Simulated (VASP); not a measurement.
Runs of VASP 6.6.1 on SnSe. Symmetry: Pnma, No. 62, orthorhombic system. Conventional cell: a = 11.420 Å, b = 4.190 Å, c = 4.460 Å, α = 90.00°, β = 90.00°, γ = 90.00°. Sn (site symmetry m) has 3 Se at 2.69 to 2.83 Å as nearest neighbours. Around Se (site symmetry m) lie 3 Sn at 2.69 to 2.83 Å. 

| task | potentials or basis | cell | cutoff (eV) | smearing | gap on the mesh (eV) | pressure (GPa) | largest force (eV/Å) |
| --- | --- | --- | --- | --- | --- | --- | --- |
| relaxation of cell and atoms | VASP PAW PBE potentials, release 64 (Sn, Se) | relaxed | 580 | fermi-dirac 0.05 eV | (a) | 0.0 | 0.01 |
| single point | VASP PAW PBE potentials, release 64 (Sn_d, Se) | as given | 520 | gaussian 0.015 eV | 0.54 | 2.4 | 0.33 |
| band structure | VASP PAW PBE potentials, release 64 (Sn, Se) | as given | 500 | fermi-dirac 0.05 eV | 0.53 | - | - |
| band structure | VASP PAW PBE potentials, release 64 (Sn_d, Se) | as given | 520 | fermi-dirac 0.05 eV | 0.54 | - | - |

Alike in all rows: level PBE; no spin polarisation; k mesh 3 × 6 × 6.

Estimate the missing entries.

(a) 0.62.

Caveats: spin-orbit coupling is left out, which moves the levels of the heavy elements; an odd mesh through Γ misses points on the zone boundary, where band edges often lie (some runs).

A k mesh can miss the band edges, and the runs leave out spin-orbit coupling on Se, Sn.

The runs don't all hold the same shells in valence.
